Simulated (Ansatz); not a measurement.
YN (started from an entry of an open crystallographic database), relaxed with r2SCAN: 8 runs in the plane-wave code Ansatz, each a construction of maximally localised Wannier functions. The symmetry is Fm-3m (No. 225, cubic); conventional cell a = 4.896 Å, 14.67 Å³ an atom. Around Y lie 6 N at 2.45 Å; around N lie 6 Y at 2.45 Å. (Simulation; spin polarisation is off.)

```yaml
crystal:
  lattice:
    - [0.00000, 2.44805, 2.44805]
    - [2.44805, 0.00000, 2.44805]
    - [2.44805, 2.44805, 0.00000]
  atoms:
    - { symbol: Y, position: [0.00000, 0.00000, 0.00000] }
    - { symbol: N, position: [0.50000, 0.50000, 0.50000] }
```

Windows count from the top of the filled bands; a dash means that no such window was set (without an outer window there is no disentanglement). Rows marked drawn have settings drawn at random (some not listed).

```
functional  SCF mesh  trial orbitals  functions   mesh  window (eV)  frozen (eV)  settings  Ω total (Å²)  Ω invariant (Å²)  largest spread (Å²)  least projectability  interpolation miss of the model's filled bands (eV, to the nearest computed level)
       PBE     8×8×8        N s, N p          4  6×6×6            –            –    chosen          6.49              5.65                 1.62                  0.79                                                                               0.105
       PBE     8×8×8        N s, N p          4  8×8×8            –            –    chosen          6.83              5.97                 1.71                  0.76                                                                               0.059
    r2SCAN     8×8×8        N s, N p          4  6×6×6            –            –    chosen          6.23              5.42                 1.56                  0.82                                                                               0.094
     HSE06     6×6×6        N s, N p          4  6×6×6            –            –    chosen          6.13              5.33                 1.53                  0.83                                                                                   –
     HSE06     6×6×6             N p          3  6×6×6            –            –    chosen          5.72              5.62                 1.91                  0.83                                                                                   –
       PBE     8×8×8             N p          3  2×2×2            –            –     drawn          3.41              3.38                 1.14                  0.85                                                                               1.007
```

Q: Estimate from these rows what the further settings give.
```csv
functional,SCF mesh,trial orbitals,functions,mesh,window (eV),frozen (eV),settings
PBE,8×8×8,N p,3,6×6×6,–,–,chosen
PBE,8×8×8,"N s, N p",4,4×4×4,–,–,chosen
```

A:
```
functional  SCF mesh  trial orbitals  functions   mesh  window (eV)  frozen (eV)  settings  Ω total (Å²)  Ω invariant (Å²)  largest spread (Å²)  least projectability  interpolation miss of the model's filled bands (eV, to the nearest computed level)
       PBE     8×8×8             N p          3  6×6×6            –            –    chosen          6.11              5.96                 2.04                  0.79                                                                               0.105
       PBE     8×8×8        N s, N p          4  4×4×4            –            –    chosen          5.77              5.01                 1.44                  0.82                                                                               0.234
```

A dash in the last column means that the miss wasn't evaluated.

For N s, N p with PBE the spread goes 5.77 Å² (4×4×4), 6.49 Å² (6×6×6), 6.83 Å² (8×8×8).

The runs are scalar-relativistic, without spin-orbit coupling.
